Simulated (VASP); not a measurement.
**CaS (Oldhamite): single point with r2SCAN**

CaS (Oldhamite):

```
CELL_PARAMETERS angstrom
0.00000 2.84789 2.84789
2.84789 0.00000 2.84789
2.84789 2.84789 0.00000
ATOMIC_POSITIONS crystal
Ca 0.00000 0.00000 0.00000
S 0.50000 0.50000 0.50000
```

```yaml
Program: VASP 6.6.1
Task: single point
Functional: r2SCAN
Potentials_or_basis: VASP PAW PBE potentials, release 64 (Ca_sv, S)
Cutoff: 520 eV
k_mesh: 8 × 8 × 8
Occupations: gaussian, width 0.02 eV
Spin: no spin polarisation
```

```
Pressure               : 0.3 GPa
Band gap on the k mesh : 2.80 eV, indirect (least direct gap 3.63 eV)
```

Levels at points of the mesh, in eV from the valence-band top:
```csv
k point,band 4,band 5,band 6,band 7,band 8,band 9,band 10,band 11,band 12,band 13
"(0.00, 0.00, 0.00)",-20.82,-11.79,0.00,0.00,0.00,4.67,4.67,4.67,4.92,5.31
"(0.50, 0.00, 0.00)",-20.83,-10.96,-3.10,-1.16,-1.16,5.79,6.68,6.82,6.82,8.82
"(0.50, 0.50, 0.00)",-20.87,-11.15,-2.31,-0.83,-0.82,2.80,6.18,6.77,7.41,7.41
```

It took 47 s on 1 thread of Intel(R) Xeon(R) 6975P-C (Granite Rapids), on a shared host, peak memory 0.18 GiB.

Caveat: the PAW data sets were made with another functional, which shifts forces and pressure a little. r2SCAN opens gaps a little over a GGA but as a rule still falls short of measured ones.
